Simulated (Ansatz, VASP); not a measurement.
Two plane-wave programs on HfN

```
Hf N
1.0
     0.00000    2.23600    2.23600
     2.23600    0.00000    2.23600
     2.23600    2.23600    0.00000
Hf N
1 1
Direct
  0.00000 0.00000 0.00000
  0.50000 0.50000 0.50000
```

Alike in both runs: functional PBEsol; k mesh 16 × 16 × 16; occupations fermi-dirac, width 0.15 eV; no spin polarisation.

Ansatz relaxed the structure, and its values are those at the end. VASP's run is a single point on that final structure, the one shown.

|  | VASP | Ansatz |
| --- | --- | --- |
| version | VASP 6.6.1 | Ansatz 0.2.0 |
| potentials or method | VASP PAW PBE potentials, release 64 (Hf_pv, N) | scalar-relativistic, plane waves, PAW |
| plane-wave cutoff (eV) | 520 | 420 |
| valence electrons in the cell | 15 | 31 |

Ansatz gave:

```
gap on the k mesh at the Fermi level (eV) : none
pressure (GPa)                            : 6.0
```

Which values does VASP return?

gap on the k mesh at the Fermi level (eV): none; pressure (GPa): 3.8.

A gap of «none» marks a metal or a gap that the smearing closes. The functional is the same, so the differences come from potentials, cutoffs and numerics. The two sets of potentials don't hold the same shells in valence.

Caveats: the PAW data sets were made with another functional, which shifts forces and pressure a little (VASP). Spin-orbit coupling is left out, which matters for the levels of Hf.
